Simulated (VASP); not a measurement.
Input of a VASP 6.6.1 run:

INCAR

```
SYSTEM = WS2
AGGAC = 0.0
ALGO = Normal
EDIFF = 1E-7
EDIFFG = -0.005
ENCUT = 600
GGA = MK
IBRION = 2
ISIF = 3
ISMEAR = 0
KPAR = 2
LASPH = .True.
LCHARG = .False.
LREAL = .False.
LUSE_VDW = .True.
LWAVE = .False.
NELM = 80
NSW = 90
PARAM1 = 0.1234
PARAM2 = 0.711357
PREC = Accurate
SIGMA = 0.03
ZAB_VDW = -1.8867
```

The input KPOINTS:

```
k-points
0
Gamma
  12 12 3
  0 0 0
```

File POSCAR:

```
WS2                                     
1.0
    3.1701134569     -0.0000000000     -0.0000000000
   -1.5850567285      2.7453987826      0.0000000000
    0.0000000000      0.0000000000     12.4181530549
  W               S             
     2     4
Direct
     0.3333333300000021    0.6666666699999979    0.2500000000000000
     0.6666666699999979    0.3333333300000021    0.7500000000000000
     0.3333333300000021    0.6666666699999979    0.6229214931898046
     0.6666666699999979    0.3333333300000021    0.1229214931898047
     0.3333333300000021    0.6666666699999979    0.8770785068101954
     0.6666666699999979    0.3333333300000021    0.3770785068101953
```

Potentials or basis: VASP PAW PBE potentials, release 64 (W_sv, S).

Command:

```bash
$ cat potpaw_PBE.64/W_sv/POTCAR potpaw_PBE.64/S/POTCAR > POTCAR
$ mpirun -np 2 vasp_std > vasp.out
```

(1) Estimate the band gap on the k mesh.

## Answers

(1) 0.98 eV, indirect (least direct gap 1.80 eV).

Caveat: spin-orbit coupling is left out, which moves the levels of the heavy elements; an odd mesh through Γ misses points on the zone boundary, where band edges often lie.
